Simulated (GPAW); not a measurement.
Crystal: Ge.

```
CELL_PARAMETERS angstrom
-2.57449 2.57449 1.39741
2.57449 -2.57449 1.39741
2.57449 2.57449 -1.39741
ATOMIC_POSITIONS crystal
Ge 0.50000 0.50000 0.00000
Ge 0.25000 0.75000 0.50000
```

This isn't the form of Ge at room conditions, which is diamond.

```yaml
Program: GPAW 26.7.0
Task: relaxation of cell and atoms
Functional: RPBE
Dispersion: D3(BJ)
Potentials_or_basis: the program's PAW data sets (release 1.2.1) made for this functional
Cutoff: 600 eV
Basis: pw
k_mesh: 11 × 11 × 11
Occupations: fermi-dirac, width 0.05 eV
Spin: no spin polarisation
```

At the start: pressure -14.2 GPa; volume 18.52 Å³/atom.

Question: How do energy, volume and symmetry change on relaxing?

Answer: Over 22 steps the energy falls by 147.5 meV/atom and the volume is 15.71 Å³/atom (-15.2 %); space group I4_1/amd (No. 141, to 0.05 Å).

Step by step:
```tsv
step	energy change (eV)	largest force (eV/Å)	pressure (GPa)	volume (Å³)
1	0.0000	0.0000	-14.20	37.05
2	-0.0760	0.0000	-12.82	36.15
3	-0.1917	0.0000	-9.65	34.51
4	-0.2818	0.0000	-3.91	32.44
5	-0.2792	0.0000	4.80	30.31
6	-0.2808	0.0000	4.55	30.36
7	-0.2835	0.0000	4.06	30.46
8	-0.2869	0.0000	3.37	30.61
9	-0.2904	0.0000	2.53	30.79
10	-0.2931	0.0000	1.58	31.01
11	-0.2948	0.0000	0.59	31.24
12	-0.2949	0.0000	-0.39	31.48
13	-0.2949	0.0000	-0.39	31.48
14	-0.2949	0.0000	-0.38	31.48
15	-0.2950	0.0000	-0.37	31.47
16	-0.2950	0.0000	-0.35	31.47
17	-0.2950	0.0000	-0.33	31.46
18	-0.2950	0.0000	-0.30	31.46
19	-0.2950	0.0000	-0.27	31.45
20	-0.2950	0.0000	-0.24	31.44
21	-0.2950	0.0000	-0.19	31.43
22	-0.2950	0.0000	-0.14	31.42
```

Final structure:
```
CELL_PARAMETERS angstrom
-2.44126 2.44126 1.31783
2.44126 -2.44126 1.31783
2.44126 2.44126 -1.31783
ATOMIC_POSITIONS crystal
Ge 0.50000 0.50000 0.00000
Ge 0.25000 0.75000 0.50000
```

Caveat: later steps reuse the first step's grids; the volume moved by over 15 % at a fixed basis, so the end points are rough; pairwise dispersion overbinds metals, which lowers pressure and volume.
